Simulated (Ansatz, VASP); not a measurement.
# Al5Ga3As8 (random alloy of the zinc-blende GaAs-AlAs line, x = 0.625): VASP beside Ansatz

Aim: how closely do two programs agree when they are given the same cell, functional and k mesh? Of the first pair: The structure shown is the start of the Ansatz relaxation below; VASP solves that cell, so the two are compared at the walk's first step.

Calculated with Ansatz 0.2.0; plane waves, with VASP 6.6.1 beside it; PBE.

## 1. Set-up

The cell holds 64 atoms: 12 Ga, 32 As and 20 Al. Cell: a = 11.475 Å, b = 11.475 Å, c = 11.475 Å, α = 90.0°, β = 90.0°, γ = 90.0°. It derives from GaAs (zinc-blende GaAs-AlAs), repeated 2×2×2. Zinc-blende GaAs-AlAs: 64 atoms, 20 of 32 Ga sites given to Al at random, cell and internal coordinates interpolated linearly between the end members (Vegard's rule); (so at first; earlier steps may have moved the atoms), displaced by a Gaussian of 0.02 A. Lattice constants are starting values near those of PBE.

## 2. Ansatz: relaxation, PBE

Ansatz runs on its default PAW (the set named soft_2) files.

The two programs are compared at the cell with which this relaxation starts, whose forces are those of its first step.

The input, input.yaml:

```yaml
crystal:
  lattice:
    - [11.475, 0.0, 0.0]
    - [0.0, 11.475, 0.0]
    - [0.0, 0.0, 11.475]
  atoms:
    - { symbol: Ga, position: [0.00283, 0.99893, 0.99908] }
    - { symbol: As, position: [0.12313, 0.12651, 0.12099] }
    - { symbol: Al, position: [0.00304, 0.24867, 0.25056] }
    - { symbol: As, position: [0.12457, 0.37755, 0.37141] }
    - { symbol: Al, position: [0.24944, 0.99933, 0.25198] }
    - { symbol: As, position: [0.37308, 0.1247, 0.37347] }
    - { symbol: Al, position: [0.25007, 0.25102, 0.99808] }
    - { symbol: As, position: [0.377, 0.37657, 0.12588] }
    - { symbol: Al, position: [0.00157, 0.99881, 0.49979] }
    - { symbol: As, position: [0.12337, 0.12453, 0.62592] }
    - { symbol: Ga, position: [0.99879, 0.24931, 0.7488] }
    - { symbol: As, position: [0.12353, 0.37383, 0.87498] }
    - { symbol: Al, position: [0.24805, 0.00041, 0.75289] }
    - { symbol: As, position: [0.37629, 0.12467, 0.87345] }
    - { symbol: Al, position: [0.2487, 0.25295, 0.50009] }
    - { symbol: As, position: [0.37389, 0.37533, 0.62866] }
    - { symbol: Ga, position: [0.00021, 0.50108, 0.00052] }
    - { symbol: As, position: [0.12439, 0.62301, 0.12439] }
    - { symbol: Ga, position: [0.99964, 0.75102, 0.25146] }
    - { symbol: As, position: [0.12662, 0.8755, 0.37654] }
    - { symbol: Al, position: [0.24869, 0.50218, 0.25089] }
    - { symbol: As, position: [0.37448, 0.62585, 0.37487] }
    - { symbol: Al, position: [0.25197, 0.75265, 0.00381] }
    - { symbol: As, position: [0.37257, 0.87248, 0.12412] }
    - { symbol: Al, position: [0.00028, 0.50153, 0.50055] }
    - { symbol: As, position: [0.12148, 0.62447, 0.62644] }
    - { symbol: Al, position: [0.0004, 0.75133, 0.74961] }
    - { symbol: As, position: [0.12465, 0.87533, 0.87571] }
    - { symbol: Al, position: [0.25035, 0.50021, 0.74883] }
    - { symbol: As, position: [0.37566, 0.62521, 0.87697] }
    - { symbol: Ga, position: [0.25209, 0.75032, 0.49935] }
    - { symbol: As, position: [0.37389, 0.87574, 0.62513] }
    - { symbol: Ga, position: [0.4994, 8.0e-05, 0.99892] }
    - { symbol: As, position: [0.62622, 0.12422, 0.12713] }
    - { symbol: Al, position: [0.5007, 0.25103, 0.24809] }
    - { symbol: As, position: [0.6253, 0.37629, 0.37334] }
    - { symbol: Al, position: [0.74954, 6.0e-05, 0.24761] }
    - { symbol: As, position: [0.87555, 0.12647, 0.3735] }
    - { symbol: Al, position: [0.75061, 0.24771, 0.99993] }
    - { symbol: As, position: [0.87218, 0.37695, 0.12571] }
    - { symbol: Al, position: [0.49996, 0.99865, 0.50222] }
    - { symbol: As, position: [0.62843, 0.12176, 0.62715] }
    - { symbol: Al, position: [0.50284, 0.25059, 0.74791] }
    - { symbol: As, position: [0.6265, 0.37468, 0.87395] }
    - { symbol: Ga, position: [0.74786, 0.00096, 0.75138] }
    - { symbol: As, position: [0.87391, 0.12591, 0.87301] }
    - { symbol: Al, position: [0.7514, 0.25008, 0.49967] }
    - { symbol: As, position: [0.87482, 0.37651, 0.62631] }
    - { symbol: Al, position: [0.50092, 0.50024, 0.00014] }
    - { symbol: As, position: [0.62608, 0.62541, 0.12619] }
    - { symbol: Ga, position: [0.49946, 0.74576, 0.25181] }
    - { symbol: As, position: [0.62881, 0.87577, 0.37483] }
    - { symbol: Ga, position: [0.74976, 0.49979, 0.25003] }
    - { symbol: As, position: [0.87304, 0.6241, 0.37326] }
    - { symbol: Ga, position: [0.75043, 0.74948, 0.00086] }
    - { symbol: As, position: [0.8747, 0.87672, 0.12537] }
    - { symbol: Al, position: [0.50382, 0.49669, 0.49887] }
    - { symbol: As, position: [0.62657, 0.62941, 0.62457] }
    - { symbol: Ga, position: [0.50008, 0.74961, 0.75232] }
    - { symbol: As, position: [0.6245, 0.87619, 0.87444] }
    - { symbol: Ga, position: [0.74778, 0.50055, 0.75088] }
    - { symbol: As, position: [0.87725, 0.62481, 0.87392] }
    - { symbol: Al, position: [0.75098, 0.75042, 0.50049] }
    - { symbol: As, position: [0.87487, 0.87702, 0.62564] }
kpoints:
  mp_grid: { grid: [1, 1, 1] }
hamiltonian:
  xc: pbe
scf:
  occupations: { method: fermi_dirac, width: 0.025 }
output:
  forces: true
relax:
  f_tol: 0.04
  max_steps: 150
  cell: {}
```

Run with:

```bash
$ ansatz run input.yaml --threads 4 --pin off --max-ram 8192MiB --backend cpu --events-out ev --progress --plain --runs-dir out
```

Numbers of over 12 decimals in the logs are rounded to 6 here.

Log:

```text
Engine: ansatz 0.2.0, x86_64-unknown-linux-gnu
Pseudopotentials: kind: paw
Pseudopotential: Ga, paw, valence charge 13, recommended cutoff 420 eV (normal), Ga.paw.azcp
Pseudopotential: As, paw, valence charge 15, recommended cutoff 420 eV (normal), As.paw.azcp
Pseudopotential: Al, paw, valence charge 3, recommended cutoff 420 eV (normal), Al.paw.azcp
Functional definition: PBE
  parameter kappa = 0.804
  parameter beta = 0.066725
  exchange = pbe_x(kappa = kappa, mu = beta*pi^2/3)
  correlation = pbe_c(beta = beta)
Crystal: 64 atoms, lattice volume = 1510.978 Å³
Basis set: ecut = 420 eV, 29423 PW (Γ), exchange–correlation on 160×160×160 points (8 copies of the dense FFT grid, shifted against one another)
Bands: 418, of which v1, the nominal top of the filled ones, is band 348 counted from 1 (347 counted from 0)
Symmetry: 1 space group operations
Space group: P1 (ITA 1), of the structure as read, at distance tolerance 1.1e-4 Å
k-points: 1
Non-local potential: Ga, projectors of the file, l = 0: 2, l = 1: 2, l = 2: 3, l = 3: 1
Non-local potential: As, projectors of the file, l = 0: 2, l = 1: 2, l = 2: 3, l = 3: 1
Non-local potential: Al, projectors of the file, l = 0: 2, l = 1: 2, l = 2: 1
PAW form: soft (Blöchl's): semilocal exchange-correlation on the pseudo side does not see the compensation charge
PAW one-centre angular grid: Ga, 590 points (default); XC on 64 Gauss nodes
PAW one-centre angular grid: As, 590 points (default); XC on 64 Gauss nodes
PAW one-centre angular grid: Al, 110 points (default); XC on 64 Gauss nodes
Initial density: superposition of atomic densities (neutral atoms: chi_scale 0, normalization atom), corrected by the library's trained network
Initial wavefunctions: pseudopotential atomic-orbital guess
Functional: x = pbe(κ = 0.804, μ = 0.219515), c = pbe(β = 0.066725)
SCF iter   1: F=—  HF=-211565.447192 eV  |F-HF|=—  |Δ(HF+E_count)|=         —  Δρ=1.19e-3  dr2=1.67e-2  ethr=1.77e-3  ⟨swp⟩=6.0  Hψ=1559  notcnv=0  defer=18
preconditioner: auto → Resta (q_TF=auto, 2.398 Å⁻¹)  ε∞=3.6  [insulator: Δε(μ)=0.991 eV  Ē_g=11.595 eV  σ=0.025 eV  W_gap=1.00  n_scr=364 (ndim 8)  ℏωp=18.5 eV  f_vac=0.035  D(μ)=0.00/eV (n_scr^D=0)  ε∞_Penn≈3.6]
SCF iter   2: F=—  HF=-211565.430173 eV  |F-HF|=—  |Δ(HF+E_count)|=   1.70e-2  Δρ=5.69e-4  dr2=3.98e-3  ethr=2.40e-6  ⟨swp⟩=2.0  Hψ=831  notcnv=0  defer=53
SCF iter   3: F=—  HF=-211565.430930 eV  |F-HF|=—  |Δ(HF+E_count)|=   7.57e-4  Δρ=3.07e-4  dr2=9.47e-4  ethr=5.72e-7  ⟨swp⟩=2.0  Hψ=704  notcnv=0  defer=53
SCF iter   4: F=—  HF=-211565.430788 eV  |F-HF|=—  |Δ(HF+E_count)|=   1.42e-4  Δρ=7.60e-5  dr2=7.77e-5  ethr=1.36e-7  ⟨swp⟩=2.0  Hψ=544  notcnv=0  defer=53
SCF iter   5: F=—  HF=-211565.431992 eV  |F-HF|=—  |Δ(HF+E_count)|=   1.20e-3  Δρ=2.86e-5  dr2=1.25e-5  ethr=1.12e-8  ⟨swp⟩=2.0  Hψ=704  notcnv=0  defer=53
SCF iter   6: F=—  HF=-211565.431996 eV  |F-HF|=—  |Δ(HF+E_count)|=   3.39e-6  Δρ=1.31e-5  dr2=2.16e-6  ethr=1.80e-9  ⟨swp⟩=2.0  Hψ=544  notcnv=0  defer=53
SCF iter   7: F=—  HF=-211565.431998 eV  |F-HF|=—  |Δ(HF+E_count)|=   2.20e-6  Δρ=2.79e-6  dr2=1.93e-7  ethr=3.10e-10  ⟨swp⟩=2.0  Hψ=681  notcnv=0  defer=53
SCF iter   8: F=-211565.431998 eV  HF=-211565.431998 eV  |F-HF|=2.21e-8  |Δ(HF+E_count)|=   2.66e-7  Δρ=9.47e-7  dr2=3.09e-8  ethr=1.44e-11  ⟨swp⟩=4.0  Hψ=1466  notcnv=0
SCF 1 converged in 8 iterations: F = -211565.431998 eV  dr2 = 3.09e-8
  greatest PAW one-centre occupation: 0.999 electrons in one spin orbital (limit 2), on the As atom at site 59 (counted from 0), in its partial waves of l = 2
relax step   1: F+E_penalty+E_count = -211565.43199798 eV  Δ(F+E_penalty+E_count) = +0.000e0 eV  max|allowed force component| = 5.074e-1 eV/Å  Δτ_max = 0.0000 Å  P = +0.134 GPa  Ω = 1510.978 Å³  (8 SCF iters, dr2 threshold 1.00e-7 eV, accepted)
Crystal: 64 atoms, lattice volume = 1510.668 Å³
Initial density: handed on by an earlier stage of this run
Initial wavefunctions: those handed on with the density
iter 1 solved again at ethr=1.40e-5 eV; its pass at ethr=3.10e-3 eV (dr2=9.76e-2 eV) is discarded
SCF iter   1: F=—  HF=-211565.759855 eV  |F-HF|=—  |Δ(HF+E_count)|=         —  Δρ=2.98e-3  dr2=1.03e-1  ethr=1.40e-5  ⟨swp⟩=7.0  Hψ=1707  notcnv=0  defer=2
preconditioner: auto → Resta (q_TF=auto, 2.398 Å⁻¹)  ε∞=3.6  [insulator: Δε(μ)=1.026 eV  Ē_g=11.593 eV  σ=0.025 eV  W_gap=1.00  n_scr=364 (ndim 8)  ℏωp=18.5 eV  f_vac=0.036  D(μ)=0.00/eV (n_scr^D=0)  ε∞_Penn≈3.6]
SCF iter   2: F=—  HF=-211565.747028 eV  |F-HF|=—  |Δ(HF+E_count)|=   1.28e-2  Δρ=1.56e-3  dr2=2.32e-2  ethr=1.40e-5  ⟨swp⟩=1.0  Hψ=481  notcnv=0  defer=36
SCF iter   3: F=—  HF=-211565.745878 eV  |F-HF|=—  |Δ(HF+E_count)|=   1.15e-3  Δρ=2.92e-4  dr2=1.88e-3  ethr=3.33e-6  ⟨swp⟩=2.0  Hψ=542  notcnv=0  defer=36
SCF iter   4: F=—  HF=-211565.747441 eV  |F-HF|=—  |Δ(HF+E_count)|=   1.56e-3  Δρ=8.05e-5  dr2=1.54e-4  ethr=2.71e-7  ⟨swp⟩=2.0  Hψ=699  notcnv=0  defer=36
[...]
atom  12  As     0.00046745     0.00104991    -0.00093618
  atom  13  Al     0.00091211    -0.00146649     0.00382353
  atom  14  As     0.00003390    -0.00016064    -0.00141659
  atom  15  Al     0.00244447     0.00139050    -0.00239104
  atom  16  As    -0.00054746    -0.00056085     0.00232242
  atom  17  Ga    -0.00107866    -0.00031350     0.00124777
  atom  18  As    -0.00008495    -0.00131899    -0.00160772
  atom  19  Ga    -0.00022097     0.00252577    -0.00327498
  atom  20  As    -0.00067113    -0.00101080    -0.00023291
  atom  21  Al     0.00015699    -0.00362189     0.00240586
  atom  22  As     0.00212047    -0.00087518    -0.00019496
  atom  23  Al     0.00305281    -0.00104803    -0.00399425
  atom  24  As     0.00080883    -0.00149973    -0.00114195
  atom  25  Al     0.00564818    -0.00104895    -0.00171916
  atom  26  As    -0.00328420     0.00116136     0.00180361
  atom  27  Al     0.00193336     0.00079640    -0.00421677
  atom  28  As    -0.00253301    -0.00289318    -0.00026284
  atom  29  Al     0.00212210    -0.00252530    -0.00165314
  atom  30  As     0.00073932     0.00048341     0.00328632
  atom  31  Ga     0.00134779    -0.00164920     0.00013945
  atom  32  As     0.00136418    -0.00020526    -0.00085393
  atom  33  Ga    -0.00341062     0.00475821     0.00395237
  atom  34  As     0.00287145    -0.00196834    -0.00039346
  atom  35  Al    -0.00229515     0.00000925     0.00334839
[...]
atom  57  Al    -0.00384494    -0.00739804    -0.00170837
  atom  58  As     0.00328267     0.00027407     0.00044481
  atom  59  Ga    -0.00821592     0.00011716    -0.00129652
  atom  60  As    -0.00178563     0.00049823     0.00091165
  atom  61  Ga    -0.00206130    -0.00203094     0.00145345
  atom  62  As    -0.00163026    -0.00128481    -0.00060346
  atom  63  Al    -0.00149688     0.00550089    -0.00324734
  atom  64  As     0.00252831    -0.00195811     0.00092099
  max |Σ_I F_I| component: 1.10e-6 eV/Å
--- Stress (GPa, compression-positive) ---
        0.005249       0.003808      -0.004550
        0.003808       0.010871       0.006552
       -0.004550       0.006552       0.015047
  P = ⅓ Tr σ = 0.0104 GPa (0.104 kbar)
--- Relaxed structure (3 steps of the walk, 3 accepted, 1 SCFs on fresh bases) ---
  F+E_penalty+E_count = -211565.77084265 eV   max|allowed force component| = 9.098e-3 eV/Å   (the final SCF, on the basis selected at the relaxed cell)
  cell:  # Å, volume = 1512.5827 Å³
    - [11.480230, -0.00028441, 0.000382454]
    - [-0.00028441, 11.478698, -0.000661108]
    - [0.000382454, -0.000661108, 11.478256]
  atoms:
    - { symbol: Ga, position: [0.000410637, 1.000286, 1.000006] }
    - { symbol: As, position: [0.125585, 0.125712, 0.125533] }
    - { symbol: Al, position: [0.000270432, 0.250140, 0.250454] }
    - { symbol: As, position: [0.125353, 0.375059, 0.375181] }
    - { symbol: Al, position: [0.250308, 1.000370, 0.250095] }
    - { symbol: As, position: [0.375087, 0.125328, 0.375167] }
    - { symbol: Al, position: [0.250220, 0.250110, 1.000198] }
    - { symbol: As, position: [0.375091, 0.375199, 0.125036] }
    - { symbol: Al, position: [-0.00011713, 1.000408, 0.500271] }
    - { symbol: As, position: [0.125705, 0.124940, 0.624456] }
    - { symbol: Ga, position: [1.000251, 0.250203, 0.749944] }
    - { symbol: As, position: [0.126032, 0.375154, 0.875010] }
    - { symbol: Al, position: [0.249990, 0.000381291, 0.750129] }
    - { symbol: As, position: [0.374695, 0.125701, 0.874579] }
    - { symbol: Al, position: [0.250237, 0.250305, 0.499999] }
    - { symbol: As, position: [0.374989, 0.375098, 0.624958] }
    - { symbol: Ga, position: [0.000185888, 0.500120, 0.00017851] }
    - { symbol: As, position: [0.126001, 0.625227, 0.125147] }
    - { symbol: Ga, position: [1.000175, 0.750122, 0.250201] }
    - { symbol: As, position: [0.125198, 0.876133, 0.375194] }
    - { symbol: Al, position: [0.250008, 0.499873, 0.250034] }
    - { symbol: As, position: [0.374891, 0.624380, 0.375182] }
    - { symbol: Al, position: [0.250080, 0.750274, -0.000153984] }
    - { symbol: As, position: [0.374351, 0.875106, 0.125072] }
    - { symbol: Al, position: [0.000566492, 0.500157, 0.499947] }
    - { symbol: As, position: [0.124850, 0.624894, 0.625364] }
    - { symbol: Al, position: [0.000367092, 0.750569, 0.749954] }
    - { symbol: As, position: [0.125664, 0.875002, 0.874723] }
    - { symbol: Al, position: [0.250293, 0.500350, 0.749762] }
    - { symbol: As, position: [0.374691, 0.624835, 0.875414] }
    - { symbol: Ga, position: [0.250131, 0.750346, 0.500100] }
    - { symbol: As, position: [0.375167, 0.876186, 0.624923] }
    - { symbol: Ga, position: [0.499902, 0.000384143, 1.000161] }
    - { symbol: As, position: [0.625436, 0.125640, 0.125491] }
    - { symbol: Al, position: [0.499906, 0.250229, 0.250003] }
    - { symbol: As, position: [0.624628, 0.374698, 0.375567] }
    - { symbol: Al, position: [0.749885, 0.000434609, 0.250353] }
    - { symbol: As, position: [0.875167, 0.125214, 0.375095] }
    - { symbol: Al, position: [0.749782, 0.250527, 1.000275] }
    - { symbol: As, position: [0.875274, 0.374386, 0.125240] }
    - { symbol: Al, position: [0.500286, 1.000321, 0.499763] }
    - { symbol: As, position: [0.624632, 0.125738, 0.624625] }
    - { symbol: Al, position: [0.500065, 0.250363, 0.749993] }
    - { symbol: As, position: [0.624797, 0.374802, 0.875313] }
    - { symbol: Ga, position: [0.750203, 0.000471575, 0.749877] }
    - { symbol: As, position: [0.874752, 0.125752, 0.875573] }
    - { symbol: Al, position: [0.750204, 0.249989, 0.499975] }
    - { symbol: As, position: [0.875219, 0.375152, 0.624123] }
    - { symbol: Al, position: [0.499910, 0.499927, -0.00025655] }
    - { symbol: As, position: [0.624662, 0.624606, 0.124782] }
    - { symbol: Ga, position: [0.500008, 0.750108, 0.250224] }
    - { symbol: As, position: [0.625450, 0.875490, 0.375435] }
    - { symbol: Ga, position: [0.750210, 0.500118, 0.250259] }
    - { symbol: As, position: [0.875103, 0.625125, 0.376005] }
    - { symbol: Ga, position: [0.750244, 0.750068, 0.000310857] }
    - { symbol: As, position: [0.874819, 0.875801, 0.125491] }
    - { symbol: Al, position: [0.500037, 0.500066, 0.500252] }
    - { symbol: As, position: [0.625218, 0.625198, 0.624218] }
    - { symbol: Ga, position: [0.500041, 0.750116, 0.749868] }
    - { symbol: As, position: [0.625120, 0.875325, 0.875098] }
    - { symbol: Ga, position: [0.750179, 0.500100, 0.750022] }
    - { symbol: As, position: [0.875578, 0.625478, 0.874685] }
    - { symbol: Al, position: [0.750101, 0.750451, 0.500096] }
    - { symbol: As, position: [0.875444, 0.874902, 0.624699] }
```

Reading the cycles: dr2 is the Hartree energy of the density residual (eV), the measure of convergence; HF is the Harris–Foulkes estimate of the energy, which meets the free energy F at convergence.

(Continued in part 2 of 2.)

[Lines on the potential files, build, host, timing and source positions are cut from VASP's logs without a mark.]

[Logs are printed without paths, hosts, clocks, repeated set-up lines and the standing remarks that a program may print on its own settings, such as how far it seeks lower states.]

[Hosts, paths, dates, database ids (printed as entryN), source tags and the programs' standing remarks are cut or masked in the printed files.]
